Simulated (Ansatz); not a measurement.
## A series in volume per atom on Ge

Results calculated with Ansatz 0.2.0, not measured. Periodic Kohn-Sham DFT of a crystal at fixed atoms; pressure and stress are positive in compression; the energy is the free energy less that of spherical unpolarised free atoms; site moments are those in the method's own spheres, positive along +z.

Cell of the first row (space group Pm-3m, No. 221):
```
CELL_PARAMETERS angstrom
2.67540 0.00000 0.00000
0.00000 2.67540 0.00000
0.00000 0.00000 2.67540
ATOMIC_POSITIONS crystal
Ge 0.00000 0.00000 0.00000
```

Settings of every row: method frozen-core PAW; functional PBE; relativity scalar; k mesh 13x13x13; filling fermi-dirac; smearing width 0.05 eV; wave cutoff 420 eV; paw set soft_2.

Atom start moment: 0 on all atoms.

Limits: the cell comes from a prototype or a list of computed structures and needn't be the stable phase.

```
row  volume per atom (Å³)  pressure (GPa)
  1                 19.15           3.027
  2                19.549           1.426
  3                19.948               ?
  4                20.347          -1.279
  5                20.746           -2.42
```

Question: what pressure should row 3 give?

Worked fit of pressure. Take u = (V_r/V)^(2/3) − 1 with V_r = 19.948 Å³ an atom, which is twice the finite (Eulerian) strain; such expansions in the strain, on which the Birch-Murnaghan equation of state is built, carry the rest volume and the bulk modulus. The shown rows have u = 0.02759, 0.01356, -0.01312, -0.02581. Least squares give pressure = −0.0028 + 101.423 × u + 302.8 × u² GPa; a straight line predicts inner rows, each left out in turn, worse (root mean square 0.12 against 0.0057 GPa). The rows lie off it by 0.001, -0.002, 0.002, -0.001. The pressure vanishes at u = 0.0000, or V = 19.95 Å³ an atom, and there the bulk modulus at fixed shape and fractions is B = −V dP/dV = (2/3)(1 + u) dP/du = 67.6 GPa. The withheld row has u = 0, so the fit gives −0.0028 + 101.423 × (0) + 302.8 × (0)² = -0.003 GPa.

The calculation gave -0.003 GPa. The fit meets it to the printed digit.
